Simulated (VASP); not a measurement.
MgF₂ (rutile) relaxed at rising pressure, in one space group throughout; other phases were not tried. The pressures are those reached. Computed with PBEsol GGA, VASP's PBE PAW potentials (set 64) (plane waves; VASP 6.6.1).

| P (GPa) | V (Å³/atom) | k-mesh |
|---|---|---|
| -0.20 | 10.889 | 5×5×7 |
| 5.01 | 10.398 | 5×5×7 |
| 10.00 | 10.017 | 5×5×7 |
| 20.24 | 9.413 | 5×5×8 |
| 30.18 | 8.968 | 5×5×8 |

A change of mesh leaves a small step in the series.

### Question
Fit an equation of state and predict the volume at 45.14 GPa.

### Answer
Least squares on the third-order Birch-Murnaghan form, P = (3B0/2)(y⁷ − y⁵)[1 + (3/4)(B′ − 4)(y² − 1)] with y = (V0/V)^(1/3), gives V0 = 10.869 Å³/atom, B0 = 102 GPa and B′ = 4.4, and so 8.451 Å³/atom. The run gave 8.451 Å³/atom, +0.0 % from the fit.

Pressures at which the relaxation failed are left out.

The compound is MgF2 in the rutile structure.
